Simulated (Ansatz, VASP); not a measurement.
# One calculation of AlN, two programs

```
CELL_PARAMETERS angstrom
0.00000 1.99868 2.03513
1.99868 0.00000 2.03513
1.99868 1.99868 0.00000
ATOMIC_POSITIONS crystal
Al 0.00000 0.00000 0.00000
N 0.50000 0.50000 0.50000
```

Change from the starting cell: epitaxial_xy strain -1.0%.

Alike in both runs: task single point; functional PBE; k mesh 10 × 10 × 10; occupations fermi-dirac, width 0.02 eV; no spin polarisation.

|  | VASP | Ansatz |
| --- | --- | --- |
| version | VASP 6.6.1 | Ansatz 0.2.0 |
| potentials or method | VASP PAW PBE potentials, release 64 (Al, N) | plane waves, PAW |
| plane-wave cutoff (eV) | 520 | 420 |
| valence electrons in the cell | 8 | 8 |

```csv
,VASP,Ansatz,Ansatz less VASP
gap on the k mesh at the Fermi level (eV),4.63,4.65,+0.024
pressure (GPa),9.7,10.0,+0.31
largest component of the traceless stress (GPa),3.73,3.74,+0.011
```

A k mesh can miss the band edges.
